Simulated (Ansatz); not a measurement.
# Relaxing MnSb

Method: DFT PBE, scalar-relativistic, plane waves, PAW in Ansatz.

The start is a database structure of MnSb, space group Fm-3m (No. 225).

The final relaxation ran on this input, with the default PAW datasets:

```yaml
crystal:
  lattice:
    - [0.0, 2.795016, 2.795016]
    - [2.795016, 0.0, 2.795016]
    - [2.795016, 2.795016, 0.0]
  atoms:
    - { symbol: Mn, position: [0.0, 0.0, 0.0], spin: 4.19 }
    - { symbol: Sb, position: [0.5, 0.5, 0.5] }
basis:
  ecutwfc: 420
kpoints:
  mp_grid: { grid: [18, 18, 18] }
hamiltonian:
  xc: pbe
scf:
  occupations: { method: gaussian, width: 0.1 }
output:
  forces: true
  stress: true
  eigenvalues: true
  populations: true
magnetization:
  spin_polarized: true
relax:
  adjacent_minimum: "off"
  f_tol: 0.01
  max_steps: 80
  cell: { stress_tol: 0.05 }
```

Launched as:

```bash
ansatz run input.yaml --threads 1 --pin off --max-ram 2560MiB --backend cpu --events-out ev --progress --plain --runs-dir out
```

It took 89 s on 1 thread of Arm Neoverse V2, on a shared host, peak memory 0.57 GiB.

End of the output:

```
SCF converged after 8 iterations
Magnetization: 3.8209 μB (16.9104 up, 13.0896 down)
Absolute magnetization: 4.1459 μB (∫|ρ↑−ρ↓|, with the PAW one-centre terms)
Spin contamination: 0.1617 ħ² per cell (⟨S²⟩ above its minimum at these occupations)
Per-site moments (μB) at R_I (Å): [(3.780543, 1.150158), (-0.095434, 1.150158)]
Free energy (F): -10383.018510 eV
Harris-Foulkes:  -10383.018510 eV  (|F-HF|=3.64e-12)
Internal energy: -10383.013828 eV  (E = F + TS)
E sigma→0 (E₀):  -10383.016169 eV
Entropy (-TS):   -0.004681 eV (-2.341 meV/atom)
Fermi energy:    12.083178 eV
--- Per-component energies (eV) ---
  E_band       = -421.440279
  E_kinetic    = 509.174480
  E_local      = -3651.080560  (includes V_loc(G=0)·N_el)
  E_nonlocal   = 612.600326
  E_hartree    = 1575.477987
  E_xc         = -250.339519
  E_vxc        = -239.436807  (∫ρ·V_xc dr)
  E_paw        = -5881.947221  (= ΣΔE_a)
  E_vpaw       = -803.653700  (= ΣTr[D̂ρ^β])
  E_aug_tail   = -0.000011  (compensation charges beyond the density's cutoff)
  E_ewald      = -3296.899311
  E_smearing   = -0.004681  (= −TS)
  E_closure    = 0.000000  (closes the sum)
  Σ components = -10383.018510   (vs F -10383.018510, Δ=0.00e0)
--- Forces (eV/Å), atoms counted from 1 ---
  atom   1  Mn     0.00000000     0.00000000     0.00000000
  atom   2  Sb     0.00000000     0.00000000     0.00000000
  max |Σ_I F_I| component: 1.49e-29 eV/Å
--- Stress (GPa, compression-positive) ---
       -0.001905       0.000000       0.000000
        0.000000      -0.001905       0.000000
        0.000000       0.000000      -0.001905
  P = ⅓ Tr σ = -0.0019 GPa (-0.019 kbar)
  k-point 0 ↑: bands = ["-69.4224", "-38.1766", "-38.1766", "-38.1766", "-16.7038", "-16.7038", "-16.6754", "-16.6754", "-16.6754", "0.4972", "9.0135", "9.0135", "9.0135", "9.2775", "9.2775", "13.3783", "13.3783", "13.3783", "17.0732", "20.1987", "20.3845", "20.3845"]
  k-point 1 ↑: bands = ["-69.4224", "-38.1767", "-38.1766", "-38.1766", "-16.7037", "-16.7037", "-16.6753", "-16.6752", "-16.6752", "0.5385", "8.9925", "9.0160", "9.0160", "9.2506", "9.2506", "13.0427", "13.4186", "13.4186", "17.3441", "19.6368", "20.3942", "20.3942"]
  k-point 2 ↑: bands = ["-69.4224", "-38.1770", "-38.1767", "-38.1767", "-16.7033", "-16.7033", "-16.6750", "-16.6743", "-16.6743", "0.6618", "8.9216", "9.0074", "9.0074", "9.1923", "9.1923", "12.2858", "13.5327", "13.5327", "17.7633", "19.3477", "20.2231", "20.2231"]
  k-point 194 ↓: bands = ["-65.4228", "-34.2532", "-34.2528", "-34.2522", "-16.7229", "-16.7132", "-16.6949", "-16.6907", "-16.6807", "3.2031", "8.2376", "8.6527", "9.1384", "12.7407", "12.9518", "13.1317", "13.2897", "13.3274", "18.2721", "19.9463", "19.9498", "20.9847"]
--- Relaxed structure (3 steps of the walk, 3 accepted, 1 SCFs on fresh bases) ---
  F+E_penalty+E_count = -10383.01850986 eV   max|allowed force component| = 9.401e-30 eV/Å   (the final SCF, on the basis selected at the relaxed cell)
  cell:  # Å, volume = 43.3541 Å³
    - [0.000000, 2.788262, 2.788262]
    - [2.788262, 0.000000, 2.788262]
    - [2.788262, 2.788262, 0.000000]
  atoms:
    - { symbol: Mn, position: [0.000000, 0.000000, 0.000000] }
    - { symbol: Sb, position: [0.5, 0.5, 0.5] }
--- Löwdin populations: 2 sites ---
  site symbol q [e]    m [muB]
     0     Mn     14.2760     3.9798
     1     Sb     15.5803    -0.1800
  spilling = 0.004791 (of n_electrons = 30.000000)
```

Total energies depend on the potentials used, so only differences within one code and one set of settings carry meaning.

The result has space group Fm-3m (No. 225). Mn is coordinated by 6 Sb at 2.79 Å; Sb has 6 Mn at 2.79 Å.

Against the elements it lies at 0.17 eV/atom. Formation energies are uncorrected and refer to the elements' standard structures at the same level.

The k mesh leaves about 4 meV/atom of noise in metals. Spin–orbit coupling is left out.

Symmetry constrained the relaxation, so the result can be a saddle point.